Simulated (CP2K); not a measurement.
Runs of CP2K 2026.2 on Ge. The structure is cubic, space group Fd-3m (No. 227). The conventional cell has a = 5.658 Å, b = 5.658 Å, c = 5.658 Å, α = 90.00°, β = 90.00°, γ = 90.00°. Around Ge (site symmetry -43m) lie 4 Ge at 2.45 Å. 

```csv
level,potentials or basis,smearing,EPS_DEFAULT,NGRIDS,basis sets,potentials,points a segment of the path (NPOINTS),gap on the mesh (eV),pressure (GPa)
PBEsol,POTENTIAL_UZH Ge GTH-PBE-q4; TZVP-MOLOPT-PBE-GTH basis,fermi-dirac 0.05 eV,1.0E-9,4,Ge TZVP-MOLOPT-PBE-GTH-q4,Ge GTH-PBE-q4 of POTENTIAL_UZH,10,0.05,(c)
r2SCAN,POTENTIAL_UZH Ge GTH-SCAN-q4; TZVP-MOLOPT-SCAN-GTH basis,fermi-dirac 0.01 eV,1.0E-9,4,Ge TZVP-MOLOPT-SCAN-GTH-q4,Ge GTH-SCAN-q4 of POTENTIAL_UZH,8,0.48,(b)
PBE,POTENTIAL_UZH Ge GTH-PBE-q4; TZVP-MOLOPT-PBE-GTH basis,fermi-dirac 0.01 eV,1.0E-9,5,Ge TZVP-MOLOPT-PBE-GTH-q4,Ge GTH-PBE-q4 of POTENTIAL_UZH,8,0.04,3.9
LDA,GTH_POTENTIALS Ge GTH-PADE-q4; TZVP-MOLOPT-PBE-GTH basis,fermi-dirac 0.0259 eV,1.0E-10,5,Ge TZVP-MOLOPT-PBE-GTH-q4,Ge GTH-PADE-q4 of GTH_POTENTIALS,6,none,(a)
```

Alike in all rows: task band structure; no spin polarisation; cell as given; k mesh 8 × 8 × 8.

Q: Estimate the missing entries.

A: (a) -2.7; (b) -3.0; (c) 3.4.

Caveats: the basis of atomic orbitals isn't converged, which shifts pressures, moduli and gaps; the potentials were made for another functional, which shifts forces and pressure (some runs).

A k mesh can miss the band edges, and the runs leave out spin-orbit coupling on Ge.

A gap of «none» marks a metal or a gap under the smearing width.
